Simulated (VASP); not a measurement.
A VASP 6.6.1 single-point calculation on SnO

INCAR

```
NSW = 0
LREAL = .FALSE.
IBRION = -1
NBANDS = 17
PREC = Accurate
LWAVE = .FALSE.
ENCUT = 520
ISIF = 2
ISMEAR = -1
LASPH = .TRUE.
GGA = PE
LCHARG = .FALSE.
EDIFF = 1E-7
NELM = 120
SIGMA = 0.02
NELECT = 20.1
```

KPOINTS

```
KPOINTS created by Atomic Simulation Environment
0
Gamma
8 8 8
0 0 0
```

POSCAR

```
Sn O
 1.0000000000000000
     0.0000000000000000    2.5369732568000001    2.5369732568000001
     2.4679675843000002    0.0000000000000000    2.5369732568000001
     2.4679675843000002    2.5369732568000001    0.0000000000000000
 Sn  O
   1   1
Cartesian
  0.0000000000000000  0.0000000000000000  0.0000000000000000
  2.4679675842999997  2.5369732568000005  2.5369732568000005
```

The recommended PBE PAW datasets give the neutral cell 20 valence electrons.

Command

```
mpirun -np 1 vasp_std
```

**Question.** How does this run end, and what does it give?

**Answer.** It converged. Results: pressure 13.5 GPa.

OSZICAR

```
N       E                     dE             d eps       ncg     rms          rms(c)
DAV:   1     0.149746311850E+03    0.14975E+03   -0.10400E+04  2090   0.178E+03
DAV:   2     0.193409654622E+01   -0.14781E+03   -0.14077E+03  2278   0.396E+02
DAV:   3    -0.111730913126E+02   -0.13107E+02   -0.13020E+02  2326   0.104E+02
DAV:   4    -0.114414347401E+02   -0.26834E+00   -0.26818E+00  2532   0.155E+01
DAV:   5    -0.114477477493E+02   -0.63130E-02   -0.63124E-02  2595   0.230E+00    0.822E+00
DAV:   6    -0.980853904426E+01    0.16392E+01   -0.12063E+01  2508   0.393E+01    0.482E+00
DAV:   7    -0.957524845406E+01    0.23329E+00   -0.17141E+00  2429   0.785E+00    0.133E+00
DAV:   8    -0.955786025638E+01    0.17388E-01   -0.13180E-01  2212   0.292E+00    0.232E-01
DAV:   9    -0.955777672139E+01    0.83535E-04   -0.44749E-03  2869   0.442E-01    0.101E-01
DAV:  10    -0.955798101202E+01   -0.20429E-03   -0.62465E-04  2609   0.323E-01    0.453E-02
DAV:  11    -0.955792715651E+01    0.53856E-04   -0.77069E-05  2863   0.110E-01    0.144E-02
DAV:  12    -0.955792146982E+01    0.56867E-05   -0.12190E-05  2591   0.521E-02    0.391E-03
DAV:  13    -0.955792166354E+01   -0.19372E-06   -0.30299E-06  2543   0.125E-02    0.411E-03
DAV:  14    -0.955792117417E+01    0.48938E-06   -0.89390E-07  2201   0.572E-03    0.312E-04
DAV:  15    -0.955792116072E+01    0.13450E-07   -0.23356E-08  1171   0.118E-03
   1 F= -.95579212E+01 E0= -.95576181E+01  d E =-.606115E-03
```

Standard output (part)

```
POSCAR found type information on POSCAR SnO
 POSCAR found :  2 types and       2 ions
 LDA part: xc-table for (Slater+PW92), standard interpolation
 POSCAR, INCAR and KPOINTS ok, starting setup
 WAVECAR not read
 entering main loop
 the old and the new charge density differ
    0.822E+00
```

The cell is charged and sits in a uniform background.

For comparison, a separate PBE run of the intended cell, on usual settings and not on those above, gives a gap of 0.83 eV on its mesh and a pressure of 5.6 GPa.
